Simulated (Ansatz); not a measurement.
**NiO under pressure: fit and missing row**

NiO, Fm-3m, a = 4.189 Å. Ansatz: r2SCAN, PAW, 500 eV, Γ-centred 12×12×12 mesh on 2 atoms, Gaussian smearing 0.02 eV; collinear spin, largest moment 1.7 μB. Cell and atoms are relaxed at each pressure, and no other structure is tried, so the rows at high pressure may lie past a change of phase.

```
V (Å³/atom) P (GPa)
      8.009    40.01
      8.495    20.00
      8.803    10.07
      8.982     5.07
      9.102     2.02
      9.186     0.01
          ?    -1.99
```

Question: Take V0 = 9.186 Å³/atom, count pressures from its P0 = 0.01 GPa, fit the third-order Birch–Murnaghan form to the other rows, and predict the missing volume.

Answer: With the Eulerian strain f = ½[(V0/V)^(2/3) − 1] and y = (P − P0)/[3f(1 + 2f)^(5/2)], the form is the line y = B0 + 1.5 B0 (B0′ − 4) f. Rows (f, y): 0.04786, 221.7; 0.02676, 218.6; 0.01440, 216.9; 0.00754, 215.5; 0.00307, 214.9. Means f = 0.01993, y = 217.52; Σ(Δf)² = 0.001295, ΣΔfΔy = 0.1968; the slope is their ratio. y = 214.5 + 151.9 f GPa, so B0 = 214.5 GPa and B0′ = 4 + 2 × (151.9)/(3 × 214.5) = 4.47. P = -1.99 GPa is met at f = -0.00316 (y = 214.02), so V = V0 (1 + 2f)^(−3/2) = 9.274 Å³/atom. The run gave 9.273 Å³/atom, so the fit is 0.001 Å³/atom too high, a small miss on the scale of the series.

The state reached may not be the lowest one. The cell holds one magnetic atom, so it can only be ferromagnetic; an antiferromagnetic order may lie lower. The mesh isn't the same in all rows (12×12×12, 16×16×16).